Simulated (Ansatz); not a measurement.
Runs of Ansatz 0.2.0 on Mg. The structure is tetragonal, space group I4/mmm (No. 139). The conventional cell has a = 3.672 Å, b = 3.672 Å, c = 3.359 Å, α = 90.00°, β = 90.00°, γ = 90.00°. Around Mg (site symmetry 4/mmm) lie 10 Mg at 3.09 to 3.36 Å. This isn't the form of Mg at room conditions, which is hcp.

| task | level | potentials or basis | cell | k mesh | cutoff (eV) | smearing | driver | eos | points for each segment of the path | other keys | gap on the mesh (eV) | pressure (GPa) |
| --- | --- | --- | --- | --- | --- | --- | --- | --- | --- | --- | --- | --- |
| density of states | PBE0 | SPMS NC | as given | 8 × 8 × 8 | 762 | gaussian 0.1 eV | chain | - | - | - | none | 0.5 |
| ladder of functionals | LDA | JTH PAW LDA | as given | 11 × 11 × 11 | 870 | fermi-dirac 0.05 eV | chain | - | - | - | none | -1.5 |
| density of states | r2SCAN+rVV10 | Ansatz PAW earlier set | volume scaled by 0.92 | 8 × 8 × 8 | 620 | fermi-dirac 0.1 eV | chain | - | - | - | none | (a) |
| band structure | RPBE+D3(BJ) | SSSP efficiency PAW | cell strained at random at fixed volume | 8 × 8 × 8 | 408 | fermi-dirac 0.01 eV | chain | - | 14 | - | none | -12.7 |

Alike in all rows: no spin polarisation.

Question: Fill in the values left out.

Answer: (a) 3.4.

Caveats: the potentials were made for another functional, which shifts forces and pressure (some runs); pairwise dispersion overbinds metals, which lowers pressure and volume (some runs); the thresholds are loose for stress (some runs); the PAW data sets were made with another functional, which shifts forces and pressure a little (some runs).

A gap of «none» marks a metal or a gap under the smearing width.

The runs don't all hold the same shells in valence.
